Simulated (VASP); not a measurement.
## Li2Se: single point with vdW-DF-cx

Crystal: Li2Se.

```
CELL_PARAMETERS angstrom
6.00500 0.00000 0.00000
0.00000 6.00500 0.00000
0.00000 0.00000 6.00500
ATOMIC_POSITIONS crystal
Se 0.00000 0.00000 0.00000
Se 0.00000 0.50000 0.50000
Se 0.50000 0.00000 0.50000
Se 0.50000 0.50000 0.00000
Li 0.25000 0.25000 0.75000
Li 0.75000 0.75000 0.25000
Li 0.75000 0.25000 0.75000
Li 0.25000 0.75000 0.25000
Li 0.75000 0.75000 0.75000
Li 0.25000 0.25000 0.25000
Li 0.25000 0.75000 0.75000
Li 0.75000 0.25000 0.25000
```

```json
{
 "Program": "VASP 6.6.1",
 "Task": "single point",
 "Functional": "vdW-DF-cx",
 "Potentials or basis": "VASP PAW PBE potentials, release 64 (Se, Li_sv)",
 "Cutoff": "520 eV",
 "k mesh": "5 × 5 × 5",
 "Occupations": "fermi-dirac, width 0.02 eV",
 "Spin": "no spin polarisation"
}
```

| Property | Result |
| --- | --- |
| Band gap on the k mesh | 2.94 eV |

Levels at points of the mesh, in eV from the valence-band top:
| k point | band 22 | band 23 | band 24 | band 25 | band 26 | band 27 |
| --- | --- | --- | --- | --- | --- | --- |
| (0.00, 0.00, 0.00) | 0.00 | 0.00 | 0.00 | 2.94 | 2.94 | 2.94 |

It took 4.4 min on 1 thread of Intel(R) Xeon(R) 6975P-C (Granite Rapids) (shared host), peak memory 0.87 GiB.

Caveat: an odd mesh through Γ misses points on the zone boundary, where band edges often lie.
